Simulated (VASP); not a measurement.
Wanted: the native input for a VASP 6.6.1 run.

```yaml
Task: relaxation of cell and atoms
Functional: LAK
Potentials_or_basis: VASP PAW PBE potentials, release 64 (Cl, Na_pv)
Cutoff: 600 eV
k_mesh: 8 × 8 × 8
Occupations: gaussian, width 0.05 eV
Spin: no spin polarisation
Further_INCAR_settings: ALGO = Normal; EDIFF = 1e-07; IBRION = 2; EDIFFG = -0.01; NSW = 60; ISIF = 3
```

The structure of NaCl lies in POSCAR:

```
NaCl
1.0
    0.0000000000      2.7940632177      2.7940632177
    2.7940632177      0.0000000000      2.7940632177
    2.7940632177      2.7940632177      0.0000000000
Cl Na
1 1
Direct
    0.5000000000      0.5000000000      0.5000000000
    0.0000000000      0.0000000000      0.0000000000
```

The cell is a database's computed one.

These files were run (other wordings do the same):

INCAR

```
  ALGO = Normal
  EDIFF = 1E-7
  EDIFFG = -0.01
  ENCUT = 600
  IBRION = 2
  ISIF = 3
  ISMEAR = 0
  LASPH = T
  LCHARG = F
  LMIXTAU = T
  LREAL = F
  LWAVE = F
  METAGGA = LAK
  NELM = 60
  NSW = 60
  PREC = Accurate
  SIGMA = 0.05
```

KPOINTS

```
k-points
0
Gamma
  8 8 8
```

Potentials or basis: VASP PAW PBE potentials, release 64 (Cl, Na_pv).

Launch:

```sh
$ cat potpaw_PBE.64/Cl/POTCAR potpaw_PBE.64/Na_pv/POTCAR > POTCAR
$ mpirun -np 1 vasp_std > vasp.out
```

It gave:

```json
{
 "Relaxed volume": "21.40 Å³/atom",
 "Relaxed cell": "a = 3.926 Å, b = 3.926 Å, c = 3.926 Å, α = 60.00°, β = 60.00°, γ = 60.00°",
 "Space group after relaxing (to 0.05 Å)": "Fm-3m (No. 225)",
 "Energy gained by relaxing": "1.0 meV/atom",
 "Ionic steps": "4",
 "Pressure after relaxing": "-0.1 GPa",
 "Band gap on the k mesh": "6.22 eV, direct"
}
```

Caveat: the PAW data sets were made with another functional, which shifts forces and pressure a little.

Wall time 110 s on 1 thread of Intel(R) Xeon(R) 6975P-C (Granite Rapids), on a shared host, peak memory 0.19 GiB.
